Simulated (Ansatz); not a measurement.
Runs of Ansatz 0.2.0 on Be. It takes space group P4/mmm (No. 123, tetragonal). The conventional cell has a = 2.021 Å, b = 2.021 Å, c = 2.662 Å, α = 90.00°, β = 90.00°, γ = 90.00°. Be (site symmetry 4/mmm) is surrounded by 4 Be at 2.02 Å. The cell was built by a generator and needn't be a form met in nature.

```csv
task,level,cell,points for each segment of the path,gap on the mesh (eV),pressure (GPa),relaxed volume (Å³/atom)
relaxation of cell and atoms,LDA,relaxed,-,none,0.0,(b)
single point,PBE,as given,-,none,0.1,-
band structure,PBE,as given,14,none,0.1,-
relaxation of cell and atoms,PBE,relaxed,-,none,0.0,(a)
relaxation of cell and atoms,revPBE,relaxed,-,none,0.0,11.14
relaxation of cell and atoms,PBEsol,relaxed,-,none,0.0,10.70
relaxation of cell and atoms,RPBE,relaxed,-,none,0.0,11.18
```

Alike in all rows: potentials or basis Ansatz PAW; no spin polarisation; k mesh 13 × 13 × 10; cutoff (eV) 420; smearing fermi-dirac 0.05 eV.

Fill in the values left out.

(a) 10.89; (b) 10.38.

Caveats: the plane-wave basis is chosen anew once the cell has moved, so the energies of steps on either side of that aren't comparable (some runs); the PAW data sets come from PBE, with cores solved anew for the run's functional, which leaves a small shift of forces and pressure (some runs).

A gap of «none» marks a metal or a gap under the smearing width.
